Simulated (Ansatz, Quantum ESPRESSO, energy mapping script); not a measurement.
## MnHO2 monolayer: J from the energies of magnetic orders

How strongly do the moments of MnHO2 monolayer couple under PBE, QE, GBRV? The plan is to run several orders and fit a Heisenberg model.

Calculated with Quantum ESPRESSO 7.5; PBE; plane waves, collinear spin, no spin–orbit coupling.

This is a report of a sequence of runs, with most program output left out.

### 1. The starting structure

The cell holds 4 atoms: 1 Mn, 2 O and 1 H. Its edges and angles: a = 3.177 Å, b = 2.888 Å, c = 18.055 Å, α = 90.0°, β = 90.0°, γ = 117.0°. It derives from MnHO2. one layer cut from the bulk crystal, unrelaxed, 15 A of vacuum. Vacuum lies along c.

The cell comes from a database of computed structures, and need not be the one that the compound takes in experiment.

No correction acts on the open shell here, which makes this the cheap baseline. These runs use Quantum ESPRESSO.

### 2. Order 1: parallel, cell A of 8 atoms

Each cell gets its own parallel run on the same mesh, so that most of the mesh error cancels in the differences.

The potential files are GBRV's for PBE; pw.x takes the functional from them.

Contents of pw.in:

```
&control
  calculation = 'scf'
  prefix = 'pw'
  outdir = './tmp/'
  pseudo_dir = './pseudo/'
  verbosity = 'low'
/
&system
  ibrav = 0
  nat = 8
  ntyp = 3
  ecutwfc = 45
  ecutrho = 360
  nbnd = 45
  occupations = 'smearing'
  smearing = 'fd'
  degauss = 0.00367493
  nspin = 2
  starting_magnetization(1) = 0.3000
/
&electrons
  conv_thr = 2.0e-08
  electron_maxstep = 120
  mixing_beta = 0.3
  mixing_mode = 'plain'
/
ATOMIC_SPECIES
  Mn 54.9380 Mn.upf
  O 15.9990 O.upf
  H 1.0080 H.upf
CELL_PARAMETERS angstrom
  3.17684992 0.00000006 0.00000000
  -2.62564784 5.14501008 0.00000000
  0.00000000 0.00000000 18.05458500
ATOMIC_POSITIONS crystal
  Mn 0.05368300 0.01342050 0.53187600
  Mn 0.05368300 0.51342050 0.53187600
  O 0.77962400 0.19490575 0.47256800
  O 0.77962400 0.69490575 0.47256800
  O 0.33648300 0.33412050 0.58459300
  O 0.33648300 0.83412050 0.58459300
  H 0.80609800 0.20152425 0.41540700
  H 0.80609800 0.70152425 0.41540700
K_POINTS automatic
  7 4 1 0 0 0
```

Started as:

```console
> OMP_NUM_THREADS=1 mpirun -n 4 pw.x -nk 4 -in pw.in > pw.out
```

Elapsed: 85 s, on 4 MPI ranks of Arm Neoverse V2, shared host; peak memory 1.7 GiB; 5.7 min of CPU time.

Spin moment in the sphere by atom:

```csv
atom,spin moment in the sphere (μB)
Mn1,3.15
Mn2,3.15
O3,0.03
O4,0.03
O5,0.06
O6,0.06
H7,0.01
H8,0.01
```

The run ends ferromagnetic.

### 3. Compensated +− start in cell A (8 atoms)

This order reverses 2 of the 2 neighbours at 2.89 Å, 2 of the 4 neighbours at 3.18 Å and 2 of the 4 neighbours at 5.17 Å, counted for an average magnetic atom.

pw.in: that of step 2 with these lines changed.

```diff
@@ -10,6 +10,6 @@
   nat = 8
-  ntyp = 3
+  ntyp = 4
   ecutwfc = 45
   ecutrho = 360
-  nbnd = 45
+  nbnd = 40
   occupations = 'smearing'
@@ -19,2 +19,3 @@
   starting_magnetization(1) = 0.3000
+  starting_magnetization(2) = -0.3000
 /
@@ -27,3 +28,4 @@
 ATOMIC_SPECIES
-  Mn 54.9380 Mn.upf
+  Mn1 54.9380 Mn.upf
+  Mn2 54.9380 Mn.upf
   O 15.9990 O.upf
@@ -35,4 +37,4 @@
 ATOMIC_POSITIONS crystal
-  Mn 0.05368300 0.01342050 0.53187600
-  Mn 0.05368300 0.51342050 0.53187600
+  Mn1 0.05368300 0.01342050 0.53187600
+  Mn2 0.05368300 0.51342050 0.53187600
   O 0.77962400 0.19490575 0.47256800
```

It took 77 s on 4 MPI ranks; peak memory 1.6 GiB; 5.1 min of CPU time.

Spin moment in the sphere by atom:

```csv
atom,spin moment in the sphere (μB)
Mn1,3.03
Mn2,-3.03
O3,0.02
O4,-0.02
O5,-0.03
O6,0.03
H7,0.00
H8,0.00
```

The run ends antiferromagnetic, 81.36 meV a magnetic atom below the parallel order of its cell (energies taken at zero occupation width, not the printed F).

### 4. Parallel start in cell B (8 atoms)

A new cell needs its own zero of energy.

This run holds the same structure in another cell (a 3.177 → 6.354 Å, b 5.776 → 2.888 Å).

Contents of pw.in:

```
&control
  calculation = 'scf'
  prefix = 'pw'
  outdir = './tmp/'
  pseudo_dir = './pseudo/'
  verbosity = 'low'
/
&system
  ibrav = 0
  nat = 8
  ntyp = 3
  ecutwfc = 45
  ecutrho = 360
  nbnd = 45
  occupations = 'smearing'
  smearing = 'fd'
  degauss = 0.00367493
  nspin = 2
  starting_magnetization(1) = 0.3000
/
&electrons
  conv_thr = 2.0e-08
  electron_maxstep = 120
  mixing_beta = 0.3
  mixing_mode = 'plain'
/
ATOMIC_SPECIES
  Mn 54.9380 Mn.upf
  O 15.9990 O.upf
  H 1.0080 H.upf
CELL_PARAMETERS angstrom
  6.35369984 0.00000012 0.00000000
  -1.31282392 2.57250504 0.00000000
  0.00000000 0.00000000 18.05458500
ATOMIC_POSITIONS crystal
  Mn 0.02684150 0.02684100 0.53187600
  Mn 0.52684150 0.02684100 0.53187600
  O 0.38981200 0.38981150 0.47256800
  O 0.88981200 0.38981150 0.47256800
  O 0.16824150 0.66824100 0.58459300
  O 0.66824150 0.66824100 0.58459300
  H 0.40304900 0.40304850 0.41540700
  H 0.90304900 0.40304850 0.41540700
K_POINTS automatic
  4 8 1 0 0 0
```

It took 1.8 min on 4 MPI ranks; peak memory 1.7 GiB; 7.3 min of CPU time.

The run ends ferromagnetic. For each magnetic atom its energy differs from the parallel run of the first cell by 0.37 meV, an error that one common reference would have brought in.

### 5. Compensated +− start in cell B (8 atoms)

This order reverses 0 of the 2 neighbours at 2.89 Å, 4 of the 4 neighbours at 3.18 Å and 4 of the 4 neighbours at 5.17 Å, counted for an average magnetic atom.

pw.in: that of step 4 with these lines changed.

```diff
@@ -10,6 +10,6 @@
   nat = 8
-  ntyp = 3
+  ntyp = 4
   ecutwfc = 45
   ecutrho = 360
-  nbnd = 45
+  nbnd = 40
   occupations = 'smearing'
@@ -19,2 +19,3 @@
   starting_magnetization(1) = 0.3000
+  starting_magnetization(2) = -0.3000
 /
@@ -27,3 +28,4 @@
 ATOMIC_SPECIES
-  Mn 54.9380 Mn.upf
+  Mn1 54.9380 Mn.upf
+  Mn2 54.9380 Mn.upf
   O 15.9990 O.upf
@@ -35,4 +37,4 @@
 ATOMIC_POSITIONS crystal
-  Mn 0.02684150 0.02684100 0.53187600
-  Mn 0.52684150 0.02684100 0.53187600
+  Mn1 0.02684150 0.02684100 0.53187600
+  Mn2 0.52684150 0.02684100 0.53187600
   O 0.38981200 0.38981150 0.47256800
```

Wall time 1.7 min (4 MPI ranks); peak memory 1.7 GiB.

The run ends antiferromagnetic, 56.06 meV a magnetic atom below the parallel order of its cell.

### 6. Parallel start in cell C (12 atoms)

Contents of pw.in:

```
&control
  calculation = 'scf'
  prefix = 'pw'
  outdir = './tmp/'
  pseudo_dir = './pseudo/'
  verbosity = 'low'
/
&system
  ibrav = 0
  nat = 12
  ntyp = 3
  ecutwfc = 45
  ecutrho = 360
  nbnd = 66
  occupations = 'smearing'
  smearing = 'fd'
  degauss = 0.00367493
  nspin = 2
  starting_magnetization(1) = 0.3000
/
&electrons
  conv_thr = 3.0e-08
  electron_maxstep = 120
  mixing_beta = 0.3
  mixing_mode = 'plain'
/
ATOMIC_SPECIES
  Mn 54.9380 Mn.upf
  O 15.9990 O.upf
  H 1.0080 H.upf
CELL_PARAMETERS angstrom
  3.17684992 0.00000006 0.00000000
  -3.93847176 7.71751512 0.00000000
  0.00000000 0.00000000 18.05458500
ATOMIC_POSITIONS crystal
  Mn 0.05368300 0.00894700 0.53187600
  Mn 0.05368300 0.34228033 0.53187600
  Mn 0.05368300 0.67561367 0.53187600
  O 0.77962400 0.12993717 0.47256800
  O 0.77962400 0.46327050 0.47256800
  O 0.77962400 0.79660383 0.47256800
  O 0.33648300 0.22274700 0.58459300
  O 0.33648300 0.55608033 0.58459300
  O 0.33648300 0.88941367 0.58459300
  H 0.80609800 0.13434950 0.41540700
  H 0.80609800 0.46768283 0.41540700
  H 0.80609800 0.80101617 0.41540700
K_POINTS automatic
  7 3 1 0 0 0
```

The job ended after 2.8 min (4 MPI ranks; peak memory 2.4 GiB; 11 min of CPU time).

The run ends ferromagnetic. For each magnetic atom its energy differs from the parallel run of the first cell by 0.13 meV, an error that one common reference would have brought in.

### 7. Uncompensated ++− start in cell C (12 atoms)

This order reverses 1.33 of the 2 neighbours at 2.89 Å, 1.33 of the 4 neighbours at 3.18 Å and 2.67 of the 4 neighbours at 5.17 Å, counted for an average magnetic atom.

pw.in: that of step 6 with these lines changed.

```diff
@@ -10,6 +10,6 @@
   nat = 12
-  ntyp = 3
+  ntyp = 4
   ecutwfc = 45
   ecutrho = 360
-  nbnd = 66
+  nbnd = 61
   occupations = 'smearing'
@@ -19,2 +19,3 @@
   starting_magnetization(1) = 0.3000
+  starting_magnetization(2) = -0.3000
 /
@@ -27,3 +28,4 @@
 ATOMIC_SPECIES
-  Mn 54.9380 Mn.upf
+  Mn1 54.9380 Mn.upf
+  Mn2 54.9380 Mn.upf
   O 15.9990 O.upf
@@ -35,5 +37,5 @@
 ATOMIC_POSITIONS crystal
-  Mn 0.05368300 0.00894700 0.53187600
-  Mn 0.05368300 0.34228033 0.53187600
-  Mn 0.05368300 0.67561367 0.53187600
+  Mn1 0.05368300 0.00894700 0.53187600
+  Mn1 0.05368300 0.34228033 0.53187600
+  Mn2 0.05368300 0.67561367 0.53187600
   O 0.77962400 0.12993717 0.47256800
```

Run time: 3 min. Hardware: 4 MPI ranks; peak memory 2.2 GiB.

The run ends ferrimagnetic, 53.56 meV a magnetic atom below the parallel order of its cell (energies taken at zero occupation width, not the printed F).

### 8. Parallel start in cell D (12 atoms)

The parallel order again, as the reference for this cell.

This run holds the same structure in another cell (a 3.177 → 9.531 Å, b 8.664 → 2.888 Å).

Contents of pw.in:

```
&control
  calculation = 'scf'
  prefix = 'pw'
  outdir = './tmp/'
  pseudo_dir = './pseudo/'
  verbosity = 'low'
/
&system
  ibrav = 0
  nat = 12
  ntyp = 3
  ecutwfc = 45
  ecutrho = 360
  nbnd = 66
  occupations = 'smearing'
  smearing = 'fd'
  degauss = 0.00367493
  nspin = 2
  starting_magnetization(1) = 0.3000
/
&electrons
  conv_thr = 3.0e-08
  electron_maxstep = 120
  mixing_beta = 0.3
  mixing_mode = 'plain'
/
ATOMIC_SPECIES
  Mn 54.9380 Mn.upf
  O 15.9990 O.upf
  H 1.0080 H.upf
CELL_PARAMETERS angstrom
  9.53054976 0.00000017 0.00000000
  -1.31282392 2.57250504 0.00000000
  0.00000000 0.00000000 18.05458500
ATOMIC_POSITIONS crystal
  Mn 0.01789433 0.02684100 0.53187600
  Mn 0.35122767 0.02684100 0.53187600
  Mn 0.68456100 0.02684100 0.53187600
  O 0.25987467 0.38981150 0.47256800
  O 0.59320800 0.38981150 0.47256800
  O 0.92654133 0.38981150 0.47256800
  O 0.11216100 0.66824100 0.58459300
  O 0.44549433 0.66824100 0.58459300
  O 0.77882767 0.66824100 0.58459300
  H 0.26869933 0.40304850 0.41540700
  H 0.60203267 0.40304850 0.41540700
  H 0.93536600 0.40304850 0.41540700
K_POINTS automatic
  3 9 1 0 0 0
```

Wall time 3.3 min (4 MPI ranks); peak memory 2.6 GiB; 13 min of CPU time.

The run ends ferromagnetic. For each magnetic atom its energy differs from the parallel run of the first cell by 0.70 meV, an error that one common reference would have brought in.

### 9. Run 8 (uncompensated ++−; cell D, 12 atoms)

This order reverses 0 of the 2 neighbours at 2.89 Å, 2.67 of the 4 neighbours at 3.18 Å and 2.67 of the 4 neighbours at 5.17 Å, counted for an average magnetic atom.

pw.in: that of step 8 with these lines changed.

```diff
@@ -10,6 +10,6 @@
   nat = 12
-  ntyp = 3
+  ntyp = 4
   ecutwfc = 45
   ecutrho = 360
-  nbnd = 66
+  nbnd = 61
   occupations = 'smearing'
@@ -19,2 +19,3 @@
   starting_magnetization(1) = 0.3000
+  starting_magnetization(2) = -0.3000
 /
@@ -27,3 +28,4 @@
 ATOMIC_SPECIES
-  Mn 54.9380 Mn.upf
+  Mn1 54.9380 Mn.upf
+  Mn2 54.9380 Mn.upf
   O 15.9990 O.upf
@@ -35,5 +37,5 @@
 ATOMIC_POSITIONS crystal
-  Mn 0.01789433 0.02684100 0.53187600
-  Mn 0.35122767 0.02684100 0.53187600
-  Mn 0.68456100 0.02684100 0.53187600
+  Mn1 0.01789433 0.02684100 0.53187600
+  Mn1 0.35122767 0.02684100 0.53187600
+  Mn2 0.68456100 0.02684100 0.53187600
   O 0.25987467 0.38981150 0.47256800
```

It took 3.6 min on 4 MPI ranks; peak memory 2.5 GiB.

The run ends ferrimagnetic, 34.77 meV a magnetic atom below the parallel order of its cell (energies taken at zero occupation width, not the printed F).

### 10. From energies to couplings

Each energy difference is a sum of couplings weighted by the pairs that the order reverses. A few near shells are fitted to the differences by least squares. Energies are those extrapolated to zero occupation width, not the free energies F.

Energies from the parallel order of the same cell:

| order | atoms | energy (meV a magnetic atom) | moments (μB) | moments kept as typed | opposed neighbours at 2.89, 3.18, 5.17 Å |
| --- | --- | --- | --- | --- | --- |
| parallel in cell A | 8 | 0.00 | 3.15 | yes | 0, 0, 0 |
| compensated +− in cell A | 8 | -81.36 | 3.03 | yes | 2, 2, 2 |
| parallel in cell B | 8 | 0.00 | 3.15 | yes | 0, 0, 0 |
| compensated +− in cell B | 8 | -56.06 | 3.07 | yes | 0, 4, 4 |
| parallel in cell C | 12 | 0.00 | 3.15 | yes | 0, 0, 0 |
| uncompensated ++− in cell C | 12 | -53.56 | 3.03 to 3.10 | yes | 1.33, 1.33, 2.67 |
| parallel in cell D | 12 | 0.00 | 3.15 | yes | 0, 0, 0 |
| uncompensated ++− in cell D | 12 | -34.77 | 3.07 to 3.12 | yes | 0, 2.67, 2.67 |

The Heisenberg fit (each pair counts twice, positive J is ferromagnetic):

| pair | distance (Å) | neighbours | J (meV) |
| --- | --- | --- | --- |
| Mn–Mn | 2.89 | 2 | -13.5 |
| Mn–Mn | 3.18 | 4 | -7.11 |
| Mn–Mn | 5.17 | 4 | 0.254 |

These orders cannot tell some unfitted shells from fitted ones: the value at 3.18 Å holds J(3.18) − J(5.78) + J(7.76) and the value at 5.17 Å holds J(5.17) + J(5.78); other unfitted shells add to the values wholly or in part.

Adding the shell at 5.66 Å gives -14, -7.3, 0.25 and 0.98 meV, an exact solve that tests nothing.

Limits of this fit: open shells started apart.

### 11. What came out

* lowest order tried: compensated +− in cell A
* largest fitted value (a combination of shells), Mn–Mn at 2.89 Å: -13.5 meV

Of the orders tried, MnHO2 monolayer prefers the order “compensated +− in cell A” under PBE, QE, GBRV, with 2 of 2 neighbours at 2.89 Å, 2 of 4 neighbours at 3.18 Å and 2 of 4 neighbours at 5.17 Å opposed. The largest fitted coupling is the Mn–Mn pair at 2.89 Å, antiferromagnetic at -13 meV, across a ligand at about 97°. The orders also reverse pairs at 5.66 and 5.78 Å, which are not fitted, so the fitted values hold their part too. With 4 differences for 3 couplings the fit misses by 1.8 meV at most, a small part of the spread. In the fitted orders moments change by up to 3.9 % against the parallel run of the same cell, so their size stays put. The fit is in doubt: open shells started apart. The couplings are then rough, the small ones most of all.

1 further run of the session is left out of this account and of its counts and ranges: runs hit by known faults of a program or its files, repeats, responses too ill-conditioned to give a U, cells squeezed past sense, harmless faults, or fits whose shells could not be counted again from the structure.

[Logs and program files are shortened in this print: banners, set-up blocks, solver, clock and traceback lines can be left out without a mark of their own.]

[Logs are printed without paths, hosts, clocks, repeated set-up lines and the standing remarks that a program may print on its own settings, such as how far it seeks lower states.]

[Hosts, paths, dates, database ids (printed as entryN), source tags and the programs' standing remarks are cut or masked in the printed files.]

[Where a cell is said to come from a database of computed structures, the database is the Materials Project.]
